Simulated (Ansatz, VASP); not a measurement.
# Two plane-wave programs on Si3C

```
CELL_PARAMETERS angstrom
3.43181 0.00000 0.00000
0.00000 3.43181 0.00000
0.00000 0.00000 5.00043
ATOMIC_POSITIONS crystal
C 0.00000 0.00000 0.00000
Si 0.00000 0.50000 0.20320
Si 0.50000 0.50000 0.50000
Si 0.50000 0.00000 0.79680
```

Alike in both runs: task single point; functional r2SCAN; k mesh 6 × 6 × 4; occupations fermi-dirac, width 0.02 eV; no spin polarisation.

|  | VASP | Ansatz |
| --- | --- | --- |
| version | VASP 6.6.1 | Ansatz 0.2.0 |
| potentials or method | VASP PAW PBE potentials, release 64 (C, Si) | plane waves, PAW |
| plane-wave cutoff (eV) | 520 | 500 |
| valence electrons in the cell | 16 | 16 |

|  | VASP | Ansatz | Ansatz less VASP |
| --- | --- | --- | --- |
| pressure (GPa) | -0.2 | -0.1 | +0.18 |
| largest component of the traceless stress (GPa) | 0.11 | 0.14 | +0.024 |
| rms of the force components (eV/Å) | 0.013 | 0.028 | +0.0149 |

Atom by atom the forces differ by 0.015 eV/Å (rms over components). The functional is the same, so the differences come from potentials, cutoffs and numerics.

Caveats: the PAW data sets were made with another functional, which shifts forces and pressure a little (VASP).
